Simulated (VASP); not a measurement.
GaP:

```
Ga P
1.0
     0.00000    2.72525    2.72525
     2.72525    0.00000    2.72525
     2.72525    2.72525    0.00000
Ga P
1 1
Cartesian
  0.0000 0.0000 0.0000
  4.0879 4.0879 4.0879
```

```yaml
Program: VASP 6.6.1
Task: relaxation of cell and atoms
Functional: optB88-vdW
Potentials_or_basis: VASP PAW PBE potentials, release 64 (Ga_d, P)
Cutoff: 600 eV
k_mesh: 8 × 8 × 8
Occupations: fermi-dirac, width 0.05 eV
Spin: no spin polarisation
```

At the start: pressure 2.2 GPa; volume 20.24 Å³/atom.

Question: Where does the relaxation end?

Answer: Over 5 steps the energy falls by 3.5 meV/atom and the volume is 20.78 Å³/atom (+2.7 %); space group F-43m (No. 216, to 0.05 Å).

Step by step:
| step | energy change (eV) | largest force (eV/Å) | pressure (GPa) | volume (Å³) |
| --- | --- | --- | --- | --- |
| 1 | 0.0000 | 0.0000 | 2.20 | 40.48 |
| 2 | -0.0051 | 0.0000 | -0.97 | 42.13 |
| 3 | -0.0070 | 0.0000 | 0.08 | 41.54 |
| 4 | -0.0070 | 0.0000 | -0.17 | 41.59 |
| 5 | -0.0070 | 0.0000 | 0.08 | 41.56 |

Final structure:
```yaml
crystal:
  lattice:
    - [0.00000, 2.74933, 2.74933]
    - [2.74933, 0.00000, 2.74933]
    - [2.74933, 2.74933, 0.00000]
  atoms:
    - { symbol: Ga, position: [0.00000, 0.00000, 0.00000] }
    - { symbol: P, position: [0.75000, 0.75000, 0.75000] }
```

Caveat: the PAW data sets were made with another functional, which shifts forces and pressure a little.
